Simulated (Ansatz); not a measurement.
# B3P: from a guess to a relaxed structure, part 1 of 2

Where does this trial cell of B3P go when cell and atoms are let free?

Method: DFT PBE, scalar-relativistic, plane waves, PAW, in Ansatz 0.2.0.

## (1) The structure to begin with

The structure is hexagonal, space group P-6m2 (No. 187). The conventional cell has a = 3.928 Å, b = 3.928 Å, c = 3.322 Å, α = 90.00°, β = 90.00°, γ = 120.00°. Around B (site symmetry mm2) lie 2 B at 1.25 Å. P (site symmetry -6m2) is surrounded by 6 B at 2.27 Å.

Structure file:

```cif
data_structure
_symmetry_space_group_name_H-M 'P-6m2'
_symmetry_Int_Tables_number 187
_cell_length_a 3.9276
_cell_length_b 3.9276
_cell_length_c 3.3219
_cell_angle_alpha 90.000
_cell_angle_beta 90.000
_cell_angle_gamma 120.000
_cell_volume 44.38
loop_
_atom_site_label
_atom_site_type_symbol
_atom_site_symmetry_multiplicity
_atom_site_Wyckoff_symbol
_atom_site_fract_x
_atom_site_fract_y
_atom_site_fract_z
_atom_site_occupancy
B1 B 3 k 0.22702 0.77298 0.50000 1
P1 P 1 a 0.00000 0.00000 0.00000 1
```

Recipe of the guess: random cell by space group and Wyckoff sites (P-6m2, No. 187). Its size is a rough estimate.

## (2) Probe: one point on a coarse mesh

input.yaml reads:

```yaml
crystal:
  lattice:
    - [3.92762863, 0.0, 0.0]
    - [-1.96381432, 3.40142617, 0.0]
    - [0.0, 0.0, 3.32194611]
  atoms:
    - { symbol: B, position: [0.56035249, 0.43964751, 0.5] }
    - { symbol: B, position: [0.56035249, 0.12070498, 0.5] }
    - { symbol: B, position: [0.87929502, 0.43964751, 0.5] }
    - { symbol: P, position: [0.33333333, 0.66666667, 0.0] }
basis:
  ecutwfc: 420
kpoints:
  mp_grid: { grid: [6, 6, 6] }
hamiltonian:
  xc: pbe
scf:
  occupations: { method: gaussian, width: 0.1 }
  lower_state_search: "off"
output:
  forces: true
  stress: true
  eigenvalues: true
```

The run is started by

```sh
> ansatz run input.yaml --threads 1 --pin off --max-ram 2560MiB --backend cpu --events-out ev --progress --plain --runs-dir out
```

Log, cut to the lines that bear on the results:

```text
Warning: RAYON_NUM_THREADS=1 ignored (pool sized by the plan → 1); use --threads N
[...]
Pseudopotentials: kind: paw
Pseudopotential: B, paw, valence charge 3, recommended cutoff 420 eV (normal), B.paw.azcp
Pseudopotential: P, paw, valence charge 5, recommended cutoff 420 eV (normal), P.paw.azcp
Functional definition: PBE
[...]
Crystal: 4 atoms, lattice volume = 44.380 Å³
Basis set: ecut = 420 eV, 899 PW (Γ), exchange–correlation on 54×54×48 points (8 copies of the dense FFT grid, shifted against one another)
Bands: 11, of which v1, the nominal top of the filled ones, is band 7 counted from 1 (6 counted from 0)
Symmetry: 12 space group operations
Space group: P-6m2 (ITA 187), of the structure as read, at distance tolerance 3.5e-5 Å
k-points: 28 of 216 (time reversal used)
[...]
SCF iter   1: F=—  HF=-1212.144831 eV  |F-HF|=—  |Δ(HF+E_count)|=         —  Δρ=1.55e-2  dr2=1.17e-1  ethr=1.77e-3  ⟨swp⟩=6.0  Hψ=2283  notcnv=0
[...]
SCF iter   6: F=-1212.114015 eV  HF=-1212.114015 eV  |F-HF|=2.75e-9  |Δ(HF+E_count)|=   1.51e-7  Δρ=7.99e-6  dr2=2.94e-8  ethr=7.14e-10  ⟨swp⟩=7.9  Hψ=1815  notcnv=0
[...]
SCF converged after 6 iterations
Free energy (F): -1212.114015 eV
[...]
E sigma→0 (E₀):  -1212.108431 eV
Entropy (-TS):   -0.011169 eV (-2.792 meV/atom)
Fermi energy:    6.626053 eV
[...]
--- Forces (eV/Å), atoms counted from 1 ---
  atom   1  B    -23.94847157    13.82665648    -0.00000000
  atom   2  B      0.00000002   -27.65331300     0.00000000
  atom   3  B     23.94847155    13.82665652    -0.00000000
  atom   4  P     -0.00000000    -0.00000000     0.00000000
[...]
--- Stress (GPa, compression-positive) ---
      101.309515      -0.000000       0.000000
        0.000000     101.309515      -0.000000
        0.000000      -0.000000     -27.041772
  P = ⅓ Tr σ = 58.5258 GPa (585.258 kbar)
--- Band table (eV; the first three rows and the last of 28) ---
  k-point 0: bands = ["-7.7309", "-3.5977", "2.0474", "3.2222", "3.2222", "4.3478", "4.3478", "7.2205", "10.2032", "11.6636", "13.1258"]
[...]
```

Wall time 1.7 s (1 thread of Arm Neoverse V2, shared host); peak memory 0.28 GiB.

Read-out: pressure 58.5 GPa, largest force 27.65 eV/Å, gap on this mesh none (metal). A cheap, loose relaxation comes first.

## (3) A loose first relaxation

Changes to input.yaml since step 2:

```diff
@@ -23 +23,6 @@
   eigenvalues: true
+relax:
+  adjacent_minimum: "off"
+  f_tol: 0.04
+  max_steps: 70
+  cell: { stress_tol: 0.4 }
```

The run is started by

```sh
> ansatz run input.yaml --threads 1 --pin off --max-ram 2560MiB --backend cpu --events-out ev --progress --plain --runs-dir out
```

Log:

```text
Warning: RAYON_NUM_THREADS=1 ignored (pool sized by the plan → 1); use --threads N
Engine: ansatz 0.2.0, aarch64-unknown-linux-gnu
[... 4 set-up lines as earlier in the session ...]
  parameter kappa = 0.804
  parameter beta = 0.06672455060314922
  exchange = pbe_x(kappa = kappa, mu = beta*pi^2/3)
  correlation = pbe_c(beta = beta)
Crystal: 4 atoms, lattice volume = 44.380 Å³
Basis set: ecut = 420 eV, 899 PW (Γ), exchange–correlation on 54×54×48 points (8 copies of the dense FFT grid, shifted against one another)
Bands: 11, of which v1, the nominal top of the filled ones, is band 7 counted from 1 (6 counted from 0)
[... 2 set-up lines as earlier in the session ...]
k-points: 28 of 216 (time reversal used)
Non-local potential: B, projectors of the file, l = 0: 2, l = 1: 2, l = 2: 1
Non-local potential: P, projectors of the file, l = 0: 2, l = 1: 2, l = 2: 2
PAW form: soft (Blöchl's): semilocal exchange-correlation on the pseudo side does not see the compensation charge
PAW one-centre angular grid: B, 110 points (default); XC on 64 Gauss nodes
PAW one-centre angular grid: P, 110 points (default); XC on 64 Gauss nodes
Initial density: superposition of atomic densities (neutral atoms: chi_scale 0, normalization atom), corrected by the library's trained network
Initial wavefunctions: pseudopotential atomic-orbital guess
Functional: x = pbe(κ = 0.804, μ = 0.2195149727645171), c = pbe(β = 0.06672455060314922)
SCF iter   1: F=—  HF=-1212.144831 eV  |F-HF|=—  |Δ(HF+E_count)|=         —  Δρ=1.55e-2  dr2=1.17e-1  ethr=1.77e-3  ⟨swp⟩=6.0  Hψ=2283  notcnv=0
preconditioner: auto → none  [metal: Δε(μ)=0.018 eV  Ē_g=9.450 eV  σ=0.100 eV  W_gap=0.10  n_scr=8 (ndim 8)  ℏωp=20.9 eV  f_vac=0.000  D(μ)=2.23/eV (n_scr^D=20)  sad-step TF]
SCF iter   2: F=—  HF=-1212.127226 eV  |F-HF|=—  |Δ(HF+E_count)|=   1.76e-2  Δρ=9.46e-3  dr2=5.16e-2  ethr=8.35e-4  ⟨swp⟩=1.2  Hψ=544  notcnv=0
SCF iter   3: F=—  HF=-1212.113756 eV  |F-HF|=—  |Δ(HF+E_count)|=   1.35e-2  Δρ=1.27e-3  dr2=4.42e-4  ethr=3.68e-4  ⟨swp⟩=2.8  Hψ=607  notcnv=0
SCF iter   4: F=—  HF=-1212.114016 eV  |F-HF|=—  |Δ(HF+E_count)|=   2.61e-4  Δρ=2.55e-4  dr2=2.71e-5  ethr=3.16e-6  ⟨swp⟩=2.5  Hψ=489  notcnv=0
SCF iter   5: F=—  HF=-1212.114016 eV  |F-HF|=—  |Δ(HF+E_count)|=   8.03e-7  Δρ=4.73e-5  dr2=9.61e-7  ethr=1.93e-7  ⟨swp⟩=2.5  Hψ=509  notcnv=0
SCF iter   6: F=-1212.114015 eV  HF=-1212.114015 eV  |F-HF|=2.77e-9  |Δ(HF+E_count)|=   1.50e-7  Δρ=8.00e-6  dr2=2.94e-8  ethr=7.14e-10  ⟨swp⟩=7.9  Hψ=1817  notcnv=0
SCF 1 converged in 6 iterations: F = -1212.114015 eV  dr2 = 2.94e-8
relax step   1: F+E_penalty+E_count = -1212.11401550 eV  Δ(F+E_penalty+E_count) = +0.000e0 eV  max|allowed force component| = 2.765e1 eV/Å  Δτ_max = 0.0000 Å  P = +58.526 GPa  Ω = 44.380 Å³  (6 SCF iters, dr2 threshold 1.00e-7 eV, accepted)
Crystal: 4 atoms, lattice volume = 43.985 Å³
Basis set: ecut = 420 eV, 887 PW (Γ), exchange–correlation on 54×54×48 points (8 copies of the dense FFT grid, shifted against one another)
Initial density: handed on by an earlier stage of this run
Initial wavefunctions: those handed on with the density
SCF iter   1: F=—  HF=-1218.471474 eV  |F-HF|=—  |Δ(HF+E_count)|=         —  Δρ=5.55e-2  dr2=2.01e0  ethr=3.10e-3  ⟨swp⟩=6.0  Hψ=2102  notcnv=0
preconditioner: auto → none  [metal: Δε(μ)=0.022 eV  Ē_g=9.436 eV  σ=0.100 eV  W_gap=0.13  n_scr=8 (ndim 8)  ℏωp=20.9 eV  f_vac=0.001  D(μ)=1.59/eV (n_scr^D=8)]
SCF iter   2: F=—  HF=-1217.907319 eV  |F-HF|=—  |Δ(HF+E_count)|=   5.64e-1  Δρ=2.25e-2  dr2=3.88e-1  ethr=3.10e-3  ⟨swp⟩=3.0  Hψ=934  notcnv=0  defer=1
SCF iter   3: F=—  HF=-1217.796647 eV  |F-HF|=—  |Δ(HF+E_count)|=   1.11e-1  Δρ=8.37e-3  dr2=1.64e-2  ethr=2.77e-3  ⟨swp⟩=2.3  Hψ=605  notcnv=0
SCF iter   4: F=—  HF=-1217.791795 eV  |F-HF|=—  |Δ(HF+E_count)|=   4.85e-3  Δρ=1.82e-3  dr2=5.37e-4  ethr=1.17e-4  ⟨swp⟩=2.4  Hψ=629  notcnv=0
SCF iter   5: F=—  HF=-1217.791765 eV  |F-HF|=—  |Δ(HF+E_count)|=   3.04e-5  Δρ=1.49e-4  dr2=2.85e-6  ethr=3.83e-6  ⟨swp⟩=2.1  Hψ=479  notcnv=0
SCF iter   6: F=—  HF=-1217.791778 eV  |F-HF|=—  |Δ(HF+E_count)|=   1.30e-5  Δρ=2.67e-5  dr2=1.18e-7  ethr=2.86e-9  ⟨swp⟩=8.3  Hψ=1948  notcnv=0
SCF iter   7: F=-1217.791778 eV  HF=-1217.791778 eV  |F-HF|=1.14e-9  |Δ(HF+E_count)|=   4.97e-8  Δρ=2.38e-6  dr2=2.54e-9  ethr=8.40e-10  ⟨swp⟩=2.0  Hψ=1124  notcnv=0
SCF 2 converged in 7 iterations: F = -1217.791778 eV  dr2 = 2.54e-9
relax step   2: F+E_penalty+E_count = -1217.79177788 eV  Δ(F+E_penalty+E_count) = -5.678e0 eV  max|allowed force component| = 1.130e1 eV/Å  Δτ_max = 0.0816 Å  P = +20.439 GPa  Ω = 43.985 Å³  energy of the carried Pulay correction = +4.600e-4 eV  (7 SCF iters, dr2 threshold 4.00e-7 eV, accepted)
Crystal: 4 atoms, lattice volume = 41.864 Å³
Basis set: ecut = 420 eV, 839 PW (Γ), exchange–correlation on 54×54×48 points (8 copies of the dense FFT grid, shifted against one another)
SCF iter   1: F=—  HF=-1219.783159 eV  |F-HF|=—  |Δ(HF+E_count)|=         —  Δρ=2.95e-2  dr2=5.75e-1  ethr=3.10e-3  ⟨swp⟩=6.4  Hψ=2201  notcnv=0
preconditioner: auto → none  [metal: Δε(μ)=0.055 eV  Ē_g=9.926 eV  σ=0.100 eV  W_gap=0.29  n_scr=8 (ndim 8)  ℏωp=21.5 eV  f_vac=0.000  D(μ)=1.13/eV (n_scr^D=8)]
SCF iter   2: F=—  HF=-1219.620421 eV  |F-HF|=—  |Δ(HF+E_count)|=   1.63e-1  Δρ=1.14e-2  dr2=9.06e-2  ethr=3.10e-3  ⟨swp⟩=2.9  Hψ=780  notcnv=0  defer=1
SCF iter   3: F=—  HF=-1219.594839 eV  |F-HF|=—  |Δ(HF+E_count)|=   2.56e-2  Δρ=4.28e-3  dr2=4.49e-3  ethr=6.47e-4  ⟨swp⟩=2.1  Hψ=570  notcnv=0  defer=1
SCF iter   4: F=—  HF=-1219.594027 eV  |F-HF|=—  |Δ(HF+E_count)|=   8.11e-4  Δρ=1.01e-3  dr2=1.92e-4  ethr=3.21e-5  ⟨swp⟩=2.2  Hψ=526  notcnv=0  defer=1
SCF iter   5: F=—  HF=-1219.594046 eV  |F-HF|=—  |Δ(HF+E_count)|=   1.90e-5  Δρ=1.11e-4  dr2=1.63e-6  ethr=1.37e-6  ⟨swp⟩=2.1  Hψ=487  notcnv=0  defer=1
SCF iter   6: F=-1219.594048 eV  HF=-1219.594048 eV  |F-HF|=5.82e-8  |Δ(HF+E_count)|=   1.63e-6  Δρ=1.92e-5  dr2=5.63e-8  ethr=2.86e-9  ⟨swp⟩=8.0  Hψ=1902  notcnv=0
SCF 3 converged in 6 iterations: F = -1219.594048 eV  dr2 = 5.63e-8
relax step   3: F+E_penalty+E_count = -1219.59404816 eV  Δ(F+E_penalty+E_count) = -1.802e0 eV  max|allowed force component| = 4.931e0 eV/Å  Δτ_max = 0.0659 Å  P = +11.607 GPa  Ω = 41.864 Å³  energy of the carried Pulay correction = +3.006e-3 eV  (6 SCF iters, dr2 threshold 4.00e-7 eV, accepted)
Crystal: 4 atoms, lattice volume = 41.370 Å³
Basis set: ecut = 420 eV, 825 PW (Γ), exchange–correlation on 54×54×48 points (8 copies of the dense FFT grid, shifted against one another)
iter 1 solved again at ethr=3.00e-3 eV; its pass at ethr=3.10e-3 eV (dr2=4.19e-1 eV) is discarded
SCF iter   1: F=—  HF=-1220.246568 eV  |F-HF|=—  |Δ(HF+E_count)|=         —  Δρ=2.40e-2  dr2=4.22e-1  ethr=3.00e-3  ⟨swp⟩=1.0  Hψ=2745  notcnv=0
preconditioner: auto → none  [insulator: Δε(μ)=0.131 eV  Ē_g=10.133 eV  σ=0.100 eV  W_gap=0.53  n_scr=8 (ndim 8)  ℏωp=21.6 eV  f_vac=0.004  D(μ)=0.95/eV (n_scr^D=6)  ε∞_Penn≈5.5]
SCF iter   2: F=—  HF=-1220.133278 eV  |F-HF|=—  |Δ(HF+E_count)|=   1.13e-1  Δρ=9.17e-3  dr2=6.73e-2  ethr=3.00e-3  ⟨swp⟩=2.6  Hψ=603  notcnv=0
SCF iter   3: F=—  HF=-1220.113839 eV  |F-HF|=—  |Δ(HF+E_count)|=   1.94e-2  Δρ=3.28e-3  dr2=2.63e-3  ethr=4.81e-4  ⟨swp⟩=2.6  Hψ=706  notcnv=0  defer=2
SCF iter   4: F=—  HF=-1220.113388 eV  |F-HF|=—  |Δ(HF+E_count)|=   4.52e-4  Δρ=5.82e-4  dr2=5.31e-5  ethr=1.88e-5  ⟨swp⟩=2.5  Hψ=500  notcnv=0  defer=2
SCF iter   5: F=—  HF=-1220.113409 eV  |F-HF|=—  |Δ(HF+E_count)|=   2.12e-5  Δρ=7.98e-5  dr2=1.00e-6  ethr=3.80e-7  ⟨swp⟩=2.1  Hψ=494  notcnv=0  defer=2
SCF iter   6: F=-1220.113410 eV  HF=-1220.113410 eV  |F-HF|=1.33e-8  |Δ(HF+E_count)|=   9.11e-7  Δρ=1.01e-5  dr2=2.07e-8  ethr=2.86e-9  ⟨swp⟩=7.1  Hψ=1740  notcnv=0
SCF 4 converged in 6 iterations: F = -1220.113410 eV  dr2 = 2.07e-8
relax step   4: F+E_penalty+E_count = -1220.11340983 eV  Δ(F+E_penalty+E_count) = -5.194e-1 eV  max|allowed force component| = 1.557e0 eV/Å  Δτ_max = 0.0399 Å  P = +8.050 GPa  Ω = 41.370 Å³  energy of the carried Pulay correction = +3.617e-3 eV  (6 SCF iters, dr2 threshold 4.00e-7 eV, accepted)
Crystal: 4 atoms, lattice volume = 42.884 Å³
iter 1 solved again at ethr=5.06e-4 eV; its pass at ethr=3.10e-3 eV (dr2=7.09e-2 eV) is discarded
SCF iter   1: F=—  HF=-1220.256004 eV  |F-HF|=—  |Δ(HF+E_count)|=         —  Δρ=9.73e-3  dr2=7.07e-2  ethr=5.06e-4  ⟨swp⟩=1.1  Hψ=2610  notcnv=0
preconditioner: auto → none  [metal: Δε(μ)=0.085 eV  Ē_g=9.925 eV  σ=0.100 eV  W_gap=0.40  n_scr=8 (ndim 8)  ℏωp=21.2 eV  f_vac=0.006  D(μ)=1.12/eV (n_scr^D=8)]
SCF iter   2: F=—  HF=-1220.234790 eV  |F-HF|=—  |Δ(HF+E_count)|=   2.12e-2  Δρ=3.45e-3  dr2=9.03e-3  ethr=5.05e-4  ⟨swp⟩=2.2  Hψ=578  notcnv=0
SCF iter   3: F=—  HF=-1220.232254 eV  |F-HF|=—  |Δ(HF+E_count)|=   2.54e-3  Δρ=1.31e-3  dr2=6.26e-4  ethr=6.45e-5  ⟨swp⟩=2.1  Hψ=561  notcnv=0
SCF iter   4: F=—  HF=-1220.232158 eV  |F-HF|=—  |Δ(HF+E_count)|=   9.63e-5  Δρ=3.81e-4  dr2=3.62e-5  ethr=4.47e-6  ⟨swp⟩=2.5  Hψ=493  notcnv=0
SCF iter   5: F=—  HF=-1220.232168 eV  |F-HF|=—  |Δ(HF+E_count)|=   1.02e-5  Δρ=3.68e-5  dr2=3.68e-7  ethr=2.86e-9  ⟨swp⟩=6.1  Hψ=2060  notcnv=0
SCF iter   6: F=-1220.232168 eV  HF=-1220.232168 eV  |F-HF|=4.68e-9  |Δ(HF+E_count)|=   1.35e-7  Δρ=4.36e-6  dr2=4.96e-9  ethr=2.63e-9  ⟨swp⟩=2.4  Hψ=1190  notcnv=0
SCF 5 converged in 6 iterations: F = -1220.232168 eV  dr2 = 4.96e-9
relax step   5: F+E_penalty+E_count = -1220.23216786 eV  Δ(F+E_penalty+E_count) = -1.188e-1 eV  max|allowed force component| = 4.998e-1 eV/Å  Δτ_max = 0.0260 Å  P = -0.303 GPa  Ω = 42.884 Å³  energy of the carried Pulay correction = +1.766e-3 eV  (6 SCF iters, dr2 threshold 4.00e-7 eV, accepted)
Crystal: 4 atoms, lattice volume = 42.578 Å³
iter 1 solved again at ethr=7.97e-5 eV; its pass at ethr=3.10e-3 eV (dr2=1.12e-2 eV) is discarded
SCF iter   1: F=—  HF=-1220.247763 eV  |F-HF|=—  |Δ(HF+E_count)|=         —  Δρ=3.99e-3  dr2=1.19e-2  ethr=7.97e-5  ⟨swp⟩=1.1  Hψ=2300  notcnv=0
preconditioner: auto → none  [metal: Δε(μ)=0.062 eV  Ē_g=9.986 eV  σ=0.100 eV  W_gap=0.31  n_scr=8 (ndim 8)  ℏωp=21.3 eV  f_vac=0.002  D(μ)=1.23/eV (n_scr^D=8)]
SCF iter   2: F=—  HF=-1220.244430 eV  |F-HF|=—  |Δ(HF+E_count)|=   3.33e-3  Δρ=1.42e-3  dr2=1.53e-3  ethr=7.97e-5  ⟨swp⟩=2.1  Hψ=472  notcnv=0
SCF iter   3: F=—  HF=-1220.243995 eV  |F-HF|=—  |Δ(HF+E_count)|=   4.35e-4  Δρ=5.44e-4  dr2=7.21e-5  ethr=1.09e-5  ⟨swp⟩=2.2  Hψ=475  notcnv=0
SCF iter   4: F=—  HF=-1220.243994 eV  |F-HF|=—  |Δ(HF+E_count)|=   1.70e-6  Δρ=1.13e-4  dr2=2.39e-6  ethr=5.15e-7  ⟨swp⟩=2.2  Hψ=478  notcnv=0
SCF iter   5: F=-1220.243994 eV  HF=-1220.243994 eV  |F-HF|=3.18e-8  |Δ(HF+E_count)|=   6.74e-7  Δρ=1.50e-5  dr2=3.90e-8  ethr=2.86e-9  ⟨swp⟩=7.4  Hψ=1802  notcnv=0
SCF 6 converged in 5 iterations: F = -1220.243994 eV  dr2 = 3.90e-8
relax step   6: F+E_penalty+E_count = -1220.24399437 eV  Δ(F+E_penalty+E_count) = -1.183e-2 eV  max|allowed force component| = 9.302e-3 eV/Å  Δτ_max = 0.0142 Å  P = -0.193 GPa  Ω = 42.578 Å³  energy of the carried Pulay correction = +2.135e-3 eV  (5 SCF iters, dr2 threshold 4.00e-7 eV, accepted)
Basis set: ecut = 420 eV, 825 PW (Γ), exchange–correlation on 60×60×40 points (8 copies of the dense FFT grid, shifted against one another)
Initial wavefunctions: pseudopotential atomic-orbital guess (no wavefunctions were taken with the density)
iter 1 solved again at ethr=8.09e-7 eV; its pass at ethr=3.10e-3 eV (dr2=1.13e-4 eV) is discarded
SCF iter   1: F=—  HF=-1220.246023 eV  |F-HF|=—  |Δ(HF+E_count)|=         —  Δρ=2.27e-4  dr2=2.13e-6  ethr=8.09e-7  ⟨swp⟩=3.3  Hψ=3105  notcnv=0
preconditioner: auto → none  [metal: Δε(μ)=0.057 eV  Ē_g=9.989 eV  σ=0.100 eV  W_gap=0.29  n_scr=8 (ndim 8)  ℏωp=21.3 eV  f_vac=0.003  D(μ)=1.21/eV (n_scr^D=8)]
SCF iter   2: F=—  HF=-1220.246031 eV  |F-HF|=—  |Δ(HF+E_count)|=   8.17e-6  Δρ=1.16e-4  dr2=5.64e-7  ethr=1.52e-8  ⟨swp⟩=2.5  Hψ=498  notcnv=0
SCF iter   3: F=—  HF=-1220.246036 eV  |F-HF|=—  |Δ(HF+E_count)|=   5.28e-6  Δρ=3.14e-6  dr2=8.39e-9  ethr=4.03e-9  ⟨swp⟩=2.0  Hψ=508  notcnv=0
SCF iter   4: F=-1220.246036 eV  HF=-1220.246036 eV  |F-HF|=9.53e-11  |Δ(HF+E_count)|=   2.44e-9  Δρ=1.13e-6  dr2=3.33e-10  ethr=1.83e-11  ⟨swp⟩=6.4  Hψ=1555  notcnv=0
SCF 7 converged in 4 iterations: F = -1220.246036 eV  dr2 = 3.33e-10
relax step   7: F+E_penalty+E_count = -1220.24603632 eV  Δ(F+E_penalty+E_count) = -2.042e-3 eV  max|allowed force component| = 8.715e-3 eV/Å  Δτ_max = 0.0000 Å  P = -0.153 GPa  Ω = 42.578 Å³  stress off target by 1.92e-1 GPa  SCF on the basis re-selected at this cell (its energy is not comparable with the rows above)  (4 SCF iters)
basis re-selected at this cell: Δ(F+E_penalty+E_count) = -2.042e-3 eV, ΔP = +0.041 GPa vs the last step (what re-selecting the basis moved, of the pressure what is left beyond the Pulay correction that the steps carried, after the strain that the cell walked since its last selection, with what the two solves' SCF thresholds leave and, on support functions, any second-order correction that the steps lacked; it is no measure of the basis error at this ecutwfc). The dense FFT grid was sized anew with the basis: this SCF ran on 30×30×20 points, the steps before it on 27×27×24, so part of this shift can come from that change (see relax.cell in the input reference). This SCF's stress stands 1.92e-1 GPa from its target on what of the cell is left free (relax.cell.stress_tol is 4.00e-1 GPa) and its largest allowed force component is 8.71e-3 eV/Å (relax.f_tol is 4.00e-2 eV/Å): within both
SCF converged after 4 iterations
Free energy (F): -1220.246036 eV
Harris-Foulkes:  -1220.246036 eV  (|F-HF|=9.53e-11)
Internal energy: -1220.239976 eV  (E = F + TS)
E sigma→0 (E₀):  -1220.243006 eV
Entropy (-TS):   -0.006060 eV (-1.515 meV/atom)
Fermi energy:    7.880944 eV
--- Per-component energies (eV) ---
  E_band       = 18.903786
  E_kinetic    = 214.489922
  E_local      = -171.284233  (includes V_loc(G=0)·N_el)
  E_nonlocal   = 69.356656
  E_hartree    = 47.938885
  E_xc         = -157.108793
  E_vxc        = -174.182099  (∫ρ·V_xc dr)
  E_paw        = -804.924027  (= ΣΔE_a)
  E_vpaw       = -15.354197  (= ΣTr[D̂ρ^β])
  E_aug_tail   = -0.000004  (compensation charges beyond the density's cutoff)
  E_ewald      = -418.708383
  E_smearing   = -0.006060  (= −TS)
  E_closure    = 0.000000  (closes the sum)
  Σ components = -1220.246036   (vs F -1220.246036, Δ=0.00e0)
--- Forces (eV/Å), atoms counted from 1 ---
  atom   1  B     -0.00754709     0.00435731     0.00000000
  atom   2  B      0.00000000    -0.00871462     0.00000000
  atom   3  B      0.00754709     0.00435731     0.00000000
  atom   4  P      0.00000000     0.00000000    -0.00000000
  max |Σ_I F_I| component: 5.72e-17 eV/Å
--- Stress (GPa, compression-positive) ---
       -0.191892      -0.000000      -0.000000
       -0.000000      -0.191892       0.000000
       -0.000000       0.000000      -0.074602
  P = ⅓ Tr σ = -0.1528 GPa (-1.528 kbar)
--- Band table (eV; the first three rows and the last of 28) ---
  k-point 0: bands = ["-7.9544", "-1.1472", "2.0861", "2.0861", "4.4026", "5.0015", "5.0015", "10.3179", "12.3592", "12.3592", "12.4142"]
  k-point 1: bands = ["-7.5347", "-0.9486", "2.1006", "2.4400", "2.4400", "5.2918", "5.2918", "10.7236", "10.7236", "11.7070", "13.1392"]
  k-point 2: bands = ["-6.2843", "-1.5707", "-0.0753", "3.4598", "3.4598", "6.0059", "6.0059", "8.0776", "8.0776", "9.7428", "14.1128"]
  k-point 27: bands = ["-3.2193", "-3.0651", "-1.6734", "1.3080", "2.6165", "3.4142", "6.9861", "8.0736", "11.2465", "12.2493", "14.1474"]
--- Relaxed structure (6 steps of the walk, 6 accepted, 1 SCFs on fresh bases) ---
  F+E_penalty+E_count = -1220.24603632 eV   max|allowed force component| = 8.715e-3 eV/Å   (the final SCF, on the basis selected at the relaxed cell)
  cell:  # Å, volume = 42.5778 Å³
    - [4.087890262828508, 3.0045412963501843e-9, 3.928590666210893e-27]
    - [-2.043945134016263, 3.540216813990263, 4.629019706337451e-18]
    - [-4.5778763333763186e-33, 4.520854854429845e-18, 2.9420770993055614]
  atoms:
    - { symbol: B, position: [0.5268979234904584, 0.47310207650954195, 0.5000000000000001] }
    - { symbol: B, position: [0.5268979234904583, 0.05379584698091633, 0.5000000000000001] }
    - { symbol: B, position: [0.9462041530190837, 0.47310207650954184, 0.5000000000000001] }
    - { symbol: P, position: [0.3333333333333333, 0.6666666666666667, 1.5407439555097887e-33] }
```

Run time: 15 s. Hardware: 1 thread of Arm Neoverse V2, shared host; peak memory 0.3 GiB.

Step by step:

| step | energy from step 1 (eV/cell) | largest force component (eV/Å) | pressure (GPa) | volume (Å³) |
| --- | --- | --- | --- | --- |
| 1 | 0.0000 | 27.6533 | 58.53 | 44.38 |
| 2 | -5.6778 | 11.2967 | 20.44 | 43.99 |
| 3 | -7.4800 | 4.9305 | 11.61 | 41.86 |
| 4 | -7.9994 | 1.5569 | 8.05 | 41.37 |
| 5 | -8.1182 | 0.4998 | -0.30 | 42.88 |
| 6 | -8.1300 | 0.0093 | -0.19 | 42.58 |
| 7 | -8.1320 | 0.0087 | -0.15 | 42.58 |

Step 1 is the start. Step 7 repeats the geometry before it on a plane-wave basis chosen anew for that cell, so its energy need not be comparable with the rows above.

|  | before | after | change |
| --- | --- | --- | --- |
| a (Å) | 3.928 | 4.088 | +4.1 % |
| b (Å) | 3.928 | 4.088 | +4.1 % |
| c (Å) | 3.322 | 2.942 | -11.4 % |
| volume (Å³/atom) | 11.09 | 10.64 | -4.1 % |
| shortest distance (Å) | 1.253 | 1.714 | +36.8 % |
| space group (0.01 Å) | P-6m2 | P-6m2 | same |

Forces and stress were held to the start's 12 operations: a distortion of lower symmetry was not tested.

(Continued in part 2 of 2.)
